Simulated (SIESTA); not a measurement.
# GaN under changes of volume

One of the cells (11.795 Å³/atom); the others are scaled copies at fixed shape and fractional positions:

```xyz
8
Lattice="3.2328 0.0000 0.0000 -1.6164 2.7997 0.0000 0.0000 0.0000 10.4254" Properties=species:S:1:pos:R:3 pbc="T T T"
Ga    0.0000    0.0000    8.1930
Ga    1.6164    0.9332    0.3894
Ga    0.0000    1.8665    5.6021
Ga    0.0000    0.0000    2.9803
N     0.0000    0.0000    0.9700
N     1.6164    0.9332    3.5837
N     0.0000    0.0000    6.1827
N     0.0000    1.8665    8.7964
```

The cell is a database's computed one.

* Program: SIESTA 5.4.2
* Functional: PBE
* Potentials or basis: PseudoDojo 0.4 standard (PBE files)
* Basis: DZP (energy shift 0.003 Ry; two zetas on semicore shells)
* Grid cutoff: 800 Ry
* Energy shift: 0.003 Ry
* k mesh: 10 × 10 × 3
* Occupations: fermi-dirac, width 0.05 eV
* Spin: no spin polarisation

```tsv
volume (Å³/atom)	energy over the lowest point (meV/atom)	pressure (GPa)	gap on the mesh (eV)	largest force (eV/Å)
10.870	?	?	?	?
11.101	18.25	10.3	1.15	0.808
11.332	6.55	6.1	0.99	0.659
11.795	0.00	-1.2	0.69	0.399
12.026	3.93	-4.2	0.55	0.281
12.257	11.96	-6.9	0.43	0.231
```

Q: What does the run at 10.870 Å³/atom give?

A: Energy over the lowest point 36.46 meV/atom; pressure 15.1 GPa; gap on the mesh 1.32 eV; largest force 0.964 eV/Å.

Worked out: A Birch-Murnaghan fit of order 3 (a polynomial in V^(-2/3)) to the other rows has its minimum at 11.71 Å³/atom with B0 = V·E''(V) = 169 GPa and B' = 5.0 at fixed shape and positions, which overstates the stiffness. It gives 36.51 meV/atom at 10.870 Å³/atom, against the run's 36.46, and -dE/dV = 15.1 GPa, against 15.1. A straight line through the other rows of the gap, of slope -7.32 eV per unit of ln V (its deformation potential), extrapolates to 1.30 eV, against the run's 1.32.

Energies are extrapolated to zero smearing.

Caveats: an odd mesh through Γ misses points on the zone boundary, where band edges often lie; the basis of atomic orbitals isn't converged, which shifts pressures, moduli and gaps. Spin-orbit coupling on Ga is left out.
